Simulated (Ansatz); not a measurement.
# Zone-centre phonons of ZrN at 12 GPa: input and output

The calculation used Ansatz, DFT PBEsol, scalar-relativistic, plane waves, PAW.

Launched with:
```bash
ansatz run input.yaml --threads 1 --pin off --max-ram 3072MiB --backend cpu --events-out ev --progress --plain --runs-dir out
```

Input (bare energies are in eV):
```yaml
crystal:
  lattice:
    - [0.0, 2.2456823624, 2.2456823624]
    - [2.2456823624, 0.0, 2.2456823624]
    - [2.2456823624, 2.2456823624, 0.0]
  atoms:
    - { symbol: Zr, position: [0.0, 0.0, 0.0] }
    - { symbol: "N", position: [0.5, 0.5, 0.5] }
basis:
  ecutwfc: 420
kpoints:
  mp_grid: { grid: [16, 16, 16] }
hamiltonian:
  xc: pbesol
scf:
  occupations: { method: fermi_dirac, width: 0.15 }
output:
  eigenvalues: true
phonons:
  method: dfpt
  eigenvectors: true
```

The end of the output:
```
--- Phonons (Γ-DFPT): 2 representative perturbations + reference, on 349 of 4096 k-points (Σ response iterations 6) ---
  k mesh reduced under 8 symmetry operations, with k and −k counted as one. Each operation leaves every solved perturbation unchanged. A smaller set is not used because it would not reduce the number of displacements ...
  ASR residual: 4.480e-4 → 0.000e0 eV/Å²; symmetrization residual: 2.471e-7 eV/Å²
  ASR residual per site (eV/Å²): 4.48e-4 1.19e-4
  Γ frequencies (cm⁻¹): 0.00 0.00 0.00 539.09 539.09 539.09
  non-analytic LO–TO correction: not included (Born effective charges unavailable; polar crystals: no LO–TO splitting at Γ)
```

Time: 14 s on 1 thread of Intel(R) Xeon(R) 6975P-C (Granite Rapids) (shared host), peak memory 0.66 GiB.

In a metal, frequencies and elastic constants depend on the k mesh and the smearing, soft modes and shear constants most.